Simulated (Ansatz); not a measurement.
## Relativity along a family in space group P6_3/mmc

All-electron LAPW with PBE in Ansatz 0.2.0. Each compound is solved scalar-relativistically and non-relativistic at one fixed cell (conventional cell and sites; prototypes and MP cells are computed structures that needn't be known phases). Gaps are the smallest over the k mesh and a high-symmetry path, and those under 0.4 eV may close elsewhere:

Li: a = 3.11 Å, b = 3.11 Å, c = 5.09 Å, α = 90.00°, β = 90.00°, γ = 120.00°; Li 2c (0.333 0.667 0.250); 15×15×8 mesh, smearing 0.08 eV, COD 9011003, measured
Na: a = 3.77 Å, b = 3.77 Å, c = 6.15 Å, α = 90.00°, β = 90.00°, γ = 120.00°; Na 2c (0.333 0.667 0.250); 13×13×7 mesh, smearing 0.05 eV, COD 9011000, measured
Mg: a = 3.21 Å, b = 3.21 Å, c = 5.21 Å, α = 90.00°, β = 90.00°, γ = 120.00°; Mg 2c (0.333 0.667 0.250); 12×12×7 mesh, smearing 0.08 eV, COD 9008506, reported
Zn: a = 2.66 Å, b = 2.66 Å, c = 4.95 Å, α = 90.00°, β = 90.00°, γ = 120.00°; Zn 2c (0.333 0.667 0.250); 18×18×8 mesh, smearing 0.03 eV, COD 9008522, reported
Sr: a = 4.31 Å, b = 4.31 Å, c = 7.05 Å, α = 90.00°, β = 90.00°, γ = 120.00°; Sr 2c (0.333 0.667 0.250); 10×10×5 mesh, smearing 0.08 eV, COD 1540836, reported
Bi: a = 4.54 Å, b = 4.54 Å, c = 11.83 Å, α = 90.00°, β = 90.00°, γ = 120.00°; Bi 2c (0.333 0.667 0.250); 9×9×3 mesh, smearing 0.03 eV, COD 9011614, reported

```
compound  largest Z  P scalar (GPa)  P non-relativistic less P scalar (GPa)  gap scalar (eV)  gap non-relativistic (eV)
      Li          3            -0.7                                    0.00             none                       none
      Na         11            -0.1                                   +0.02             none                       none
      Mg         12            -0.5                                   +0.03             none                       none
      Zn         30            -0.3                                       ?             none                       none
      Sr         38            -0.3                                   +0.04             none                       none
      Bi         83            -3.3                                       ?             none                       none
```

Problem. Fill in "P non-relativistic less P scalar (GPa)" for the row "Bi".

Solution. -0.06.

Problem. What belongs in the row "Zn", column "P non-relativistic less P scalar (GPa)"?

Solution. +2.01.
